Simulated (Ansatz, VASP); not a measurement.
## PbO2: VASP beside Ansatz

INCAR

```
ALGO = Normal ; EDIFF = 1E-6
ENCUT = 520 ; GGA = PE
ISIF = 2 ; ISMEAR = 1
LASPH = T ; LCHARG = F
LREAL = F ; LWAVE = F
NBANDS = 20 ; NELM = 60
PREC = Accurate ; SIGMA = 0.05
```

KPOINTS

```
k-points
0
Gamma
  6 6 6
```

File POSCAR:

```
PbO2
1.0
    0.0000000000      2.6581699301      2.6581699301
    2.6581699301      0.0000000000      2.6581699301
    2.6581699301      2.6581699301      0.0000000000
Pb O
1 2
Direct
    0.0000000000      0.0000000000      0.0000000000
    0.2500000000      0.2500000000      0.2500000000
    0.7500000000      0.7500000000      0.7500000000
```

Input for Ansatz:

```yaml
crystal:
  lattice:
    - [0.0, 2.6581699301, 2.6581699301]
    - [2.6581699301, 0.0, 2.6581699301]
    - [2.6581699301, 2.6581699301, 0.0]
  atoms:
    - { symbol: Pb, position: [0.0, 0.0, 0.0] }
    - { symbol: O, position: [0.25, 0.25, 0.25] }
    - { symbol: O, position: [0.75, 0.75, 0.75] }
kpoints:
  mp_grid: { grid: [6, 6, 6] }
hamiltonian:
  xc: pbe
scf:
  occupations: { method: cold, width: 0.05 }
  n_extra_bands: 4
output:
  forces: true
  stress: true
  eigenvalues: true
```

Alike in both runs: task single point; functional PBE; k mesh 6 × 6 × 6; no spin polarisation.

```csv
,VASP,Ansatz
version,VASP 6.6.1,Ansatz 0.2.0
potentials or method,"VASP PAW PBE potentials, release 64 (Pb_d, O)",plane waves
plane-wave cutoff (eV),520,420
occupations,"methfessel-paxton of order 1, width 0.05 eV","cold, width 0.05 eV"
valence electrons in the cell,26,26
```

```tsv
	VASP	Ansatz	Ansatz less VASP
pressure (GPa)	7.7	7.5	-0.28
```

Spin-orbit coupling is left out, which matters for the levels of Pb.
